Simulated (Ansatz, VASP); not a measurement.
## TePb: VASP beside Ansatz

```xyz
2
Lattice="4.0023 0.0000 0.0000 0.0000 4.0023 0.0000 0.0000 0.0000 4.0023" Properties=species:S:1:pos:R:3 pbc="T T T"
Pb    0.0000    0.0000    0.0000
Te    2.0011    2.0011    2.0011
```

Measurements of this composition are mostly on another form, of space group No. 225.

Alike in both runs: task single point; functional PBE; k mesh 4 × 4 × 4; occupations fermi-dirac, width 0.06 eV; no spin polarisation.

|  | VASP | Ansatz |
| --- | --- | --- |
| version | VASP 6.6.1 | Ansatz 0.2.0 |
| potentials or method | VASP PAW PBE potentials, release 64 (Pb_d, Te), cutoff 520 eV | all-electron LAPW, scalar-relativistic |

Ansatz gave:

- gap on the k mesh at the Fermi level (eV): none
- pressure (GPa): 0.5

Task: What did VASP give for the same quantities?

Result: gap on the k mesh at the Fermi level (eV): none; pressure (GPa): 0.4.

A gap of «none» marks a metal or a gap that the smearing closes. Ansatz ran all-electron here, so the differences hold the error of VASP's frozen core and of both bases.

Caveats: the k mesh is coarse (spacing up to 0.39 Å⁻¹), so the values aren't converged; the k mesh is thin for a metal, which can move the energy by tens of meV per atom (Ansatz). Spin-orbit coupling is left out, which matters for the levels of Pb, Te.
